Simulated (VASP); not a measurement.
A run of VASP 6.6.1:

Contents of POSCAR:

```
Pd
1.0
    2.7380924977      0.0000000000      0.0000000000
   -1.3690462488      2.3712576609      0.0000000000
    0.0000000000      0.0000000000      4.6184201668
Pd
2
Direct
    0.6666666667      0.3333333333      0.7500000000
    0.3333333333      0.6666666667      0.2500000000
```

Contents of INCAR.step1:

```
ALGO = Normal
EDIFF = 1E-4
ENCUT = 520
GGA = PE
ISMEAR = 0
LASPH = T
LCHARG = F
LREAL = F
LWAVE = T
NBANDS = 17
NELM = 100
PREC = Accurate
SIGMA = 0.1
```

The input INCAR.step2:

```
ALGO = Normal
EDIFF = 1E-7
ENCUT = 520
ISIF = 2
ISMEAR = 0
ISTART = 1
LASPH = T
LCHARG = T
LELF = T
LMIXTAU = T
LREAL = F
LVHAR = T
LWAVE = F
METAGGA = R2SCAN
NBANDS = 17
NELM = 100
PREC = Accurate
SIGMA = 0.1
```

File KPOINTS:

```
k-points
0
Gamma
  24 24 12
```

Potentials or basis: VASP PAW PBE potentials, release 64 (Pd).

Run with:

```sh
$ cat potpaw_PBE.64/Pd/POTCAR > POTCAR
$ cp INCAR.step1 INCAR
$ mpirun -np 1 vasp_std > vasp.out
$ cp INCAR.step2 INCAR
$ mpirun -np 1 vasp_std > vasp.out
```

Hardware: 1 thread of Intel(R) Xeon(R) Platinum 8488C (Sapphire Rapids), with other jobs on the host.

Estimate the wall time of this run.

Run time: 10 min on 1 thread of Intel(R) Xeon(R) Platinum 8488C (Sapphire Rapids), with other jobs on the host, peak memory 0.29 GiB. Counts: scf iterations 13, k points 427.
